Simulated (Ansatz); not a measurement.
Computed scan of one atom of the cell: CsI (CsCl type)

Starting cell, CsI (CsCl type):

```
CsI
1.0
    9.01499     0.00000     0.00000
    0.00000     4.50750     0.00000
    0.00000     0.00000     4.50750
Cs I
2 2
Cartesian
  0.00000   0.00000   0.00000
  4.50750   0.00000   0.00000
  2.25375   2.25375   2.25375
  6.76124   2.25375   2.25375
```

In each cell atom 3 (I, nearest neighbour Cs at 3.904 Å; its periodic images, 4.5 Å or more away, move with it) moves by s·(-0.577, -0.577, -0.577) (towards the nearest neighbour), the rest being held.

The numbers are results of PBEsol (plane waves to 420 eV, PAW, scalar-relativistic; Ansatz, a first-principles code), not measurements. k mesh 3×6×6 (Γ-centred), Fermi-Dirac smearing 0.05 eV. The energy includes the smearing's −TS. Stress and pressure are positive under compression. F∥ is the force on the atom along that direction. F⊥ is the part of the force across the line. CsI was relaxed with its symmetry unable to fall. Spin-orbit coupling is left out, though I is heavy. The zero of ΔE is the undisplaced structure.

```tsv
s (Å)	ΔE (meV/cell)	F∥ (eV/Å)	|F⊥| (eV/Å)	P (GPa)
-0.780	501	1.821	0.220	1.56
-0.624	275	1.129	0.177	0.92
-0.468	137	0.680	0.133	0.49
-0.312	55	0.382	0.089	0.20
-0.156	13	0.171	0.045	0.05
0.000	0	0.000	0.000	0.00
0.156	13	-0.171	0.045	0.05
0.312	55	-0.382	0.089	0.20
0.468	137	-0.680	0.133	0.49
0.624	275	-1.129	0.177	0.92
0.780	501	-1.821	0.220	1.56
```

Summary:

- Energy at s = 0.780 Å: 501 meV/cell
- Force along the line at s = -0.780 Å: 1.82 eV/Å
- Symmetry of the curve: even: the same for both signs
- Shape of the curve: a single well with its minimum at or next to zero displacement
- Force constant k = d²E/ds² at s = 0 (finite differences): 1.05 eV/Å²
- Harmonic estimate at the end of the scan: ½ks² = 321 meV/cell against the computed 501 meV/cell, so the well is stiffer than harmonic there

The 11 points together took roughly 2.8 core-minutes.

(For displaced atoms, the force is minus the slope of the energy, and its curvature is a force constant, which sets phonon frequencies.)
